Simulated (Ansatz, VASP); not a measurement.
Two plane-wave programs on C3N

```
CELL_PARAMETERS angstrom
0.00000 2.38986 2.38986
2.38986 0.00000 2.38986
2.38986 2.38986 0.00000
ATOMIC_POSITIONS crystal
C 0.25000 0.25000 0.25000
C 0.75000 0.75000 0.75000
C 0.50000 0.50000 0.50000
N 0.00000 0.00000 0.00000
```

Change from the starting cell: species swapped into the Ta3Os type (Fm-3m, No. 225).

Alike in both runs: functional PBE; k mesh 16 × 16 × 16; occupations gaussian, width 0.1 eV; no spin polarisation.

Ansatz relaxed the structure, and its values are those at the end. VASP's run is a single point on that final structure, the one shown.

```csv
,VASP,Ansatz
version,VASP 6.6.1,Ansatz 0.2.0
potentials or method,"VASP PAW PBE potentials, release 64 (C, N)","scalar-relativistic, plane waves, PAW"
plane-wave cutoff (eV),520,420
valence electrons in the cell,17,17
```

|  | VASP | Ansatz | Ansatz less VASP |
| --- | --- | --- | --- |
| gap on the k mesh at the Fermi level (eV) | none | none | - |
| pressure (GPa) | 0.0 | 0.0 | -0.02 |

A gap of «none» marks a metal or a gap that the smearing closes. With one functional, cell and mesh, what is left measures potentials, basis and numerics.
